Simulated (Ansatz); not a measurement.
## Phases of ZnO at 230 GPa

Structure types of ZnO are relaxed in primitive cells with their symmetry kept at 230 GPa, on PAW files; LAPW relaxes the small cells further and takes the PAW cell for the others (marked *). The enthalpy is E + pV at zero temperature, without zero-point motion. Only the types listed were tried, and differences under about 5 meV/atom are mesh noise. Not among the end structures: rocksalt, zincblende, which may lie lower.

Computed with Ansatz 0.2.0; functional PBE, scalar-relativistic. Settings: Fermi–Dirac smearing of 0.1 eV, no spin polarisation. Methods: LAPW: all electrons, basis error target 0.5 meV/atom; PAW: frozen-core files, cutoff 420 eV.

k meshes: CsCl 16×16×16, wurtzite 14×14×8, NiAs 12×12×7.

Which type is lowest in enthalpy, and by how much?

CsCl, 72 meV/atom below NiAs. The whole table:

| start type | ends as | a, b, c (Å) | V (Å³/atom) | H − H(lowest), LAPW (meV/atom) | same, PAW |
| --- | --- | --- | --- | --- | --- |
| CsCl | CsCl, Pm-3m | 2.289, 2.289, 2.289 | 6.00 | 0.0 | 0.0 |
| wurtzite* | distorted wurtzite, P6_3mc | 2.367, 2.367, 5.481 | 6.65 | 1071.8 | 1067.3 |
| NiAs* | NiAs, P6_3/mmc | 2.486, 2.486, 4.710 | 6.30 | 72.3 | 75.4 |
